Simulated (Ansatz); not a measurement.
LiF, DFT, PBE, all-electron PAW with datasets made for the crystal, scalar-relativistic (Ansatz 0.2.0), run on 1 thread of Intel(R) Xeon(R) 6975P-C (Granite Rapids) on a shared host.

The cell is COD entry 1010990, as deposited and not checked against the literature; nothing was relaxed. The listed cell was then made from it by scaling, straining or moving an atom.

Command: `ansatz run input.yaml --threads 1 --pin off --max-ram 3072MiB --backend cpu --events-out ev --progress --plain --runs-dir out`

```yaml
crystal:
  lattice:
    - [-0.04028, 1.99386, 1.99386]
    - [1.99386, -0.04028, 1.99386]
    - [1.99386, 1.99386, -0.04028]
  atoms:
    - { symbol: Li, position: [0.0, 0.0, 0.0] }
    - { symbol: F, position: [0.5, 0.5, 0.5] }
kpoints:
  mp_grid: { grid: [10, 10, 10] }
scf:
  occupations: { method: fermi_dirac, width: 0.03 }
hamiltonian:
  xc: pbe
  pseudopotentials: { kind: all_electron, datasets: crystal }
output:
  forces: true
  stress: true
  eigenvalues: true
  efg: { contact_densities: true }
```

How large is the problem that the program sets up?

116 irreducible k-points, 283 plane waves at Γ, 8 bands.

About how long does it take, and how much memory does it use?

5.1 s of wall time for 7 SCF iterations, with a peak of 0.42 GiB. Times on shared machines scatter by tens of per cent.
